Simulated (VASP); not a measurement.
Input of a VASP 6.6.1 run:

File INCAR:

```
SYSTEM = Nb
PREC = Accurate
ENCUT = 600
EDIFF = 1E-7
ISMEAR = 1
SIGMA = 0.1
LREAL = .False.
LASPH = .True.
NELM = 120
ALGO = Normal
ISIF = 3
LWAVE = .False.
LCHARG = .False.
IBRION = 2
NSW = 60
EDIFFG = -0.005
```

Contents of KPOINTS:

```
regular mesh
0
Gamma
  18 18 18
  0 0 0
```

Contents of POSCAR:

```
Nb
1.0
   -1.6350000000      1.6350000000      1.6350000000
    1.6350000000     -1.6350000000      1.6350000000
    1.6350000000      1.6350000000     -1.6350000000
Nb
1
Direct
    0.0000000000      0.0000000000      0.0000000000
```

Potentials or basis: VASP PAW LDA potentials, release 64 (Nb_sv).

The run is started by

```sh
$ cat potpaw_LDA.64/Nb_sv/POTCAR > POTCAR
$ mpirun -np 1 vasp_std > vasp.out
```

(1) What does it give for the relaxed cell?

(2) Predict the space group after relaxing (to 0.05 Å).

## Answers

(1) a = 2.812 Å, b = 2.812 Å, c = 2.812 Å, α = 109.47°, β = 109.47°, γ = 109.47°.

(2) Im-3m (No. 229).
